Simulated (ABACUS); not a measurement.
# Ni (P-1) in ABACUS: convergence with radius

Aim: find how far radius must go before the results for Ni settle, at PBE. This setting moves, with any that are tied to it; all else stays.

Program: ABACUS 3.10.1. These are calculated values, not measurements. Logs are shortened: lines on timing, memory, paths and dates and some standing lists are left out, and cuts for length are marked.

**1. The cell of the first run**

The typed cell holds 1 atom: a = 2.445 Å, b = 2.487 Å, c = 2.430 Å, α = 61.04°, β = 59.36°, γ = 60.22°.

The cell isn't the ideal one: cell strained at random.

**2. With radius 4.5 bohr**

INPUT

```
INPUT_PARAMETERS
suffix              Ni
calculation         scf
basis_type          lcao
pseudo_dir          ./
orbital_dir         ./
symmetry            1
dft_functional      pbe
ecutwfc             100
pseudo_rcut         7
nspin               2
nbands              14
ks_solver           genelpa
smearing_method     fd
smearing_sigma      0.00734986
scf_thr             1e-07
scf_nmax            100
mixing_type         broyden
mixing_beta         0.4
cal_force           1
cal_stress          1
out_mul             1
```

STRU

```
ATOMIC_SPECIES
Ni 58.6934 28_Ni_18_1.7_2.2_pbe_n_v1.0.upf

NUMERICAL_ORBITAL
Ni_confined-atom_4.5au_4s3p3d1f.orb

LATTICE_CONSTANT
1.8897261246

LATTICE_VECTORS
0.0104330000 1.7296850000 1.7273690000
1.7452340000 -0.0342210000 1.7720230000
1.7036660000 1.7327710000 0.0073470000

ATOMIC_POSITIONS
Direct

Ni
0.0
1
-0.0051630000 0.0065790000 0.0018260000 1 1 1 mag 1
```

KPT

```
K_POINTS
0
Gamma
10 10 10 0 0 0
```

Potentials or basis: SPMS ONCV 1.0 PBE, TZDP LCAO (the cutoffs set its grid).

The run is started by

```
$ OMP_NUM_THREADS=1 mpirun -np 4 abacus > log
```

running log:

```text
ABACUS v3.10.1

               Atomic-orbital Based Ab-initio Computation at UStc

 ------------------------------------------------------------------------------------

 READING GENERAL INFORMATION
                           global_out_dir = OUT.Ni/
                           global_in_card = INPUT
                               pseudo_dir = ./
                              orbital_dir = ./
                                    DSIZE = 4
                                    GSIZE = 1

 READING UNITCELL INFORMATION
                                    ntype = 1
                  lattice constant (Bohr) = 1.88973
              lattice constant (Angstrom) = 1

 READING ATOM TYPE 1
                               atom label = Ni
                      L=0, number of zeta = 4
                      L=1, number of zeta = 3
                      L=2, number of zeta = 3
                      L=3, number of zeta = 1
             number of atom for this type = 1
               magnetization of element 1 = 1

                        TOTAL ATOM NUMBER = 1
DIRECT COORDINATES
    atom                   x                   y                   z     mag                  vx                  vy                  vz
taud_Ni1            0.9948370000        0.0065790000        0.0018260000  1.0000        0.0000000000        0.0000000000        0.0000000000

                          Volume (Bohr^3) = 70.8037
                             Volume (A^3) = 10.492

 Lattice vectors: (Cartesian coordinate: in unit of a_0)
            +0.010433            +1.72968            +1.72737
             +1.74523           -0.034221            +1.77202
             +1.70367            +1.73277           +0.007347
 Reciprocal vectors: (Cartesian coordinate: in unit of 2 pi/a_0)
            -0.292676           +0.286514           +0.293784
            +0.284066           -0.280478           +0.279139
            +0.297765           +0.285567           -0.287748
 The esolver type has been set to : ksdft_lcao

                PAO radial cut off (Bohr) = 7

 Read in pseudopotential file is 28_Ni_18_1.7_2.2_pbe_n_v1.0.upf
                     pseudopotential type = NC
          exchange-correlation functional = PBE
                 nonlocal core correction = 1
                        valence electrons = 18
                                     lmax = 2
                           number of zeta = 4
                     number of projectors = 6
                           L of projector = 0
                           L of projector = 0
                           L of projector = 1
                           L of projector = 1
                           L of projector = 2
                           L of projector = 2
     initial pseudo atomic orbital number = 10
 The readin total magnetization is 1

 SETUP THE ELECTRONS NUMBER
            electron number of element Ni = 18
      total electron number of element Ni = 18
            AUTOSET number of electrons:  = 18
                           occupied bands = 9
[... 181 lines left out ...]
                             glayer_minus = [ 4, 4, 4 ]

Find the coordinate range of the input atom(unit:lat0).
                                  min_tau = [ -13.8, -12.3, -12.3 ]
                                  max_tau = [ 13.9, 15.7, 15.8 ]
                                BoxNumber = [ 9, 9, 9 ]

 SETUP EXTENDED REAL SPACE GRID FOR GRID INTEGRATION
                          real space grid = [ 30, 30, 30 ]
                 big cell numbers in grid = [ 15, 15, 15 ]
             meshcell numbers in big cell = [ 2, 2, 2 ]
                        extended fft grid = [ 19, 18, 18 ]
                dimension of extened grid = [ 54, 52, 52 ]
                            UnitCellTotal = 125
              Atom number in sub-FFT-grid = 1
    Local orbitals number in sub-FFT-grid = 35
                                ParaV.nnr = 27540
                                 init_chg = atomic

 LCAO ALGORITHM --------------- ION=   1  ELEC=   1--------------------------------
          total magnetism (Bohr mag/cell) = 0.693167
       absolute magnetism (Bohr mag/cell) = 0.718173
                        nelec for spin up = 9.34658
                      nelec for spin down = 8.65342
[... 181 lines left out ...]
 Density error is 6.22145746318e-08
----------------------------------------------------------
     Energy           Rydberg                 eV
----------------------------------------------------------
 E_KohnSham     -312.5389806655      -4252.3109841621
 E_KS(sigma->0) -312.5370508029      -4252.2847270354
 E_Harris       -312.5389804114      -4252.3109807056
 E_band         -17.1469996808       -233.2968992625
 E_one_elec     -121.3112661192      -1650.5244508151
 E_Hartree      72.5053081274        986.4853257783
 E_xc           -37.5670352276       -511.1257360621
 E_Ewald        -226.1621277210      -3077.0936088096
 E_entropy(-TS) -0.0038597251        -0.0525142535
 E_descf        0.0000000000         0.0000000000
 E_exx          0.0000000000         0.0000000000
 E_Fermi        1.5494402584         21.0812162251
----------------------------------------------------------

 charge density convergence is achieved
 final etot is -4252.3109842 eV
 EFERMI = 21.081216225 eV

 STATE ENERGY(eV) AND OCCUPATIONS    NSPIN == 2
SPIN UP :
 1/504 kpoint (Cartesian) = 0.0000 0.0000 0.0000 (306 pws)
       1       -82.5327     0.00100000
       2       -42.8959     0.00100000
       3       -42.8900     0.00100000
       4       -42.8646     0.00100000
       5        11.8360     0.00100000
       6        18.3853     0.00100000
       7        18.5665     0.00100000
       8        18.6795     0.00100000
       9        19.7442    0.000999998
      10        19.8542    0.000999995
      11        48.6624        0.00000
      12        50.8705        0.00000
      13        50.9520        0.00000
      14        51.4652        0.00000
[... 66 lines left out ...]
       1       -82.4897     0.00100000
       2       -43.1573     0.00100000
       3       -42.9334     0.00100000
       4       -42.9008     0.00100000
       5        16.0503     0.00100000
       6        18.3828     0.00100000
       7        18.7216     0.00100000
       8        20.4518    0.000998157
       9        20.5540    0.000994894
      10        21.0494    0.000578907
      11        27.2837    1.15540e-30
      12        45.4711        0.00000
      13        46.5485        0.00000
      14        48.3241        0.00000

[... levels at 1002 further k points ...]

-------------------------------------------------
 Total Magnetism (uB)
-------------------------------------------------
                        Ni1         0.6530436649
-------------------------------------------------

 correction force for each atom along direction 1 is -2.67106e-05
 correction force for each atom along direction 2 is -2.48501e-05
 correction force for each atom along direction 3 is -2.21990e-05
------------------------------------------------------------------------------------------
 TOTAL-FORCE (eV/Angstrom)
------------------------------------------------------------------------------------------
                       Ni1         0.0000000000         0.0000000000         0.0000000000
------------------------------------------------------------------------------------------

----------------------------------------------------------------
 TOTAL-STRESS (KBAR)
----------------------------------------------------------------
        51.4841144511        29.1201202309       -47.6513712157
        29.1201202309        40.7547084226        30.8883450630
       -47.6513712157        30.8883450630        44.4298444741
----------------------------------------------------------------
 TOTAL-PRESSURE: 45.556222 KBAR

 --------------------------------------------
 !FINAL_ETOT_IS -4252.3109841621326268 eV
 --------------------------------------------
```

stdout:

```text
ABACUS v3.10.1

               Atomic-orbital Based Ab-initio Computation at UStc

%%%%%%%%%%%%%%%%%%%%%%%%%%%%%%%%%%%%%%%%%%%%%%%%%%%%%%%%%%%%%%%%%%%%%%%%%%%%%%%%%%%%%%%%%%%%%%%%%%%%%%%%%
 Warning: the number of valence electrons in pseudopotential > 10 for Ni: [Ar] 3d8 4s2
[... 38 lines left out ...]
 TOTAL-STRESS (KBAR)
----------------------------------------------------------------
        51.4841144511        29.1201202309       -47.6513712157
        29.1201202309        40.7547084226        30.8883450630
       -47.6513712157        30.8883450630        44.4298444741
----------------------------------------------------------------
 TOTAL-PRESSURE: 45.556222 KBAR
```

Run time: 26 s. Hardware: 4 MPI ranks of Intel Xeon Platinum 8488C (Sapphire Rapids), shared host; peak memory 0.52 GiB.

Results:

```
Free energy            : -4252.3110 eV
Pressure               : 4.6 GPa
Band gap on the k mesh : none (metal or under the smearing width)
Net moment             : 0.65 μB per cell
Absolute moment        : 0.73 μB per cell
Site moments           : Ni +0.65 μB
```

**3. With radius 5 bohr**

INPUT is that of step 2.

STRU, as its differences from that of step 2:

```diff
@@ -4,3 +4,3 @@
 NUMERICAL_ORBITAL
-Ni_confined-atom_4.5au_4s3p3d1f.orb
+Ni_confined-atom_5au_4s3p3d1f.orb
```

KPT is that of step 2.

Potentials or basis: SPMS ONCV 1.0 PBE, TZDP LCAO (the cutoffs set its grid).

The run is started by

```
$ OMP_NUM_THREADS=1 mpirun -np 4 abacus > log
```

Wall time 24 s (4 MPI ranks of Intel Xeon Platinum 8488C (Sapphire Rapids), shared host); peak memory 0.56 GiB.

What came out:

```yaml
Free_energy: -4252.3869 eV
Pressure: 9.8 GPa
Band_gap_on_the_k_mesh: none (metal or under the smearing width)
Net_moment: 0.65 μB per cell
Absolute_moment: 0.73 μB per cell
Site_moments: Ni +0.65 μB
```

**4. With radius 6 bohr**

INPUT is that of step 3.

STRU, as its differences from that of step 3:

```diff
@@ -4,3 +4,3 @@
 NUMERICAL_ORBITAL
-Ni_confined-atom_5au_4s3p3d1f.orb
+Ni_confined-atom_6au_4s3p3d1f.orb
```

KPT is that of step 3.

The run is started by

```
$ OMP_NUM_THREADS=1 mpirun -np 4 abacus > log
```

It took 28 s on 4 MPI ranks of Intel Xeon Platinum 8488C (Sapphire Rapids), shared host; peak memory 0.6 GiB.

Results:

| Quantity | Value |
| --- | --- |
| Free energy | -4252.4023 eV |
| Pressure | 10.2 GPa |
| Band gap on the k mesh | none (metal or under the smearing width) |
| Net moment | 0.66 μB per cell |
| Absolute moment | 0.73 μB per cell |
| Site moments | Ni +0.66 μB |

**5. With radius 7 bohr**

INPUT is that of step 4.

STRU, as its differences from that of step 4:

```diff
@@ -4,3 +4,3 @@
 NUMERICAL_ORBITAL
-Ni_confined-atom_6au_4s3p3d1f.orb
+Ni_confined-atom_7au_4s3p3d1f.orb
```

KPT is that of step 4.

The run is started by

```
$ OMP_NUM_THREADS=1 mpirun -np 4 abacus > log
```

Wall time 41 s (4 MPI ranks of Intel Xeon Platinum 8488C (Sapphire Rapids), shared host); peak memory 0.64 GiB.

Results (log left out):

```yaml
Free_energy: -4252.3992 eV
Pressure: 10.7 GPa
Band_gap_on_the_k_mesh: none (metal or under the smearing width)
Net_moment: 0.66 μB per cell
Absolute_moment: 0.73 μB per cell
Site_moments: Ni +0.66 μB
```

**6. With radius 8 bohr**

INPUT is that of step 5.

STRU, as its differences from that of step 5:

```diff
@@ -4,3 +4,3 @@
 NUMERICAL_ORBITAL
-Ni_confined-atom_7au_4s3p3d1f.orb
+Ni_confined-atom_8au_4s3p3d1f.orb
```

KPT is that of step 5.

Potentials or basis: SPMS ONCV 1.0 PBE, TZDP LCAO (the cutoffs set its grid).

The run is started by

```
$ OMP_NUM_THREADS=1 mpirun -np 4 abacus > log
```

It took 64 s on 4 MPI ranks of Intel Xeon Platinum 8488C (Sapphire Rapids), shared host; peak memory 0.68 GiB.

It converged, with:

* Free energy: -4252.3977 eV
* Pressure: 10.2 GPa
* Band gap on the k mesh: none (metal or under the smearing width)
* Net moment: 0.66 μB per cell
* Absolute moment: 0.73 μB per cell
* Site moments: Ni +0.66 μB

**7. With radius 9 bohr**

INPUT is that of step 6.

STRU, as its differences from that of step 6:

```diff
@@ -4,3 +4,3 @@
 NUMERICAL_ORBITAL
-Ni_confined-atom_8au_4s3p3d1f.orb
+Ni_confined-atom_9au_4s3p3d1f.orb
```

KPT is that of step 6.

The run is started by

```
$ OMP_NUM_THREADS=1 mpirun -np 4 abacus > log
```

It took 2 min on 4 MPI ranks of Intel Xeon Platinum 8488C (Sapphire Rapids), shared host; peak memory 0.72 GiB.

The run converged. Its results:

```yaml
Free_energy: -4252.4035 eV
Pressure: 10.3 GPa
Band_gap_on_the_k_mesh: none (metal or under the smearing width)
Net_moment: 0.66 μB per cell
Absolute_moment: 0.73 μB per cell
Site_moments: Ni +0.66 μB
```

**8. With radius 10 bohr**

INPUT is that of step 7.

STRU, as its differences from that of step 7:

```diff
@@ -4,3 +4,3 @@
 NUMERICAL_ORBITAL
-Ni_confined-atom_9au_4s3p3d1f.orb
+Ni_confined-atom_10au_4s3p3d1f.orb
```

KPT is that of step 7.

The run is started by

```
$ OMP_NUM_THREADS=1 mpirun -np 4 abacus > log
```

Run time: 3.5 min. Hardware: 4 MPI ranks of Intel Xeon Platinum 8488C (Sapphire Rapids), shared host; peak memory 0.88 GiB.

Results (log left out):

```yaml
Free_energy: -4252.4075 eV
Pressure: 8.9 GPa
Band_gap_on_the_k_mesh: none (metal or under the smearing width)
Net_moment: 0.66 μB per cell
Absolute_moment: 0.73 μB per cell
Site_moments: Ni +0.66 μB
```

**9. Result**

| radius | energy less the tightest run, at zero smearing (meV/atom) | pressure (GPa) | SCF cycles | CPU time (s) |
| --- | --- | --- | --- | --- |
| 4.5 bohr | 96.55 | 4.56 | 13 | 100 |
| 5 bohr | 20.64 | 9.75 | 13 | 95 |
| 6 bohr | 5.24 | 10.17 | 13 | 110 |
| 7 bohr | 8.33 | 10.73 | 13 | 160 |
| 8 bohr | 9.88 | 10.21 | 13 | 260 |
| 9 bohr | 4.06 | 10.31 | 13 | 480 |
| 10 bohr | 0.00 | 8.87 | 13 | 850 |

Not settled before the last step: the energy (to 1 meV/atom), the pressure (to 0.1 GPa). The tightest run that finished is the yardstick and may itself not be fully converged.

Caveats: the atomic orbitals were generated for these runs and aren't a published set; the basis of atomic orbitals isn't converged, which shifts pressures, moduli and gaps.
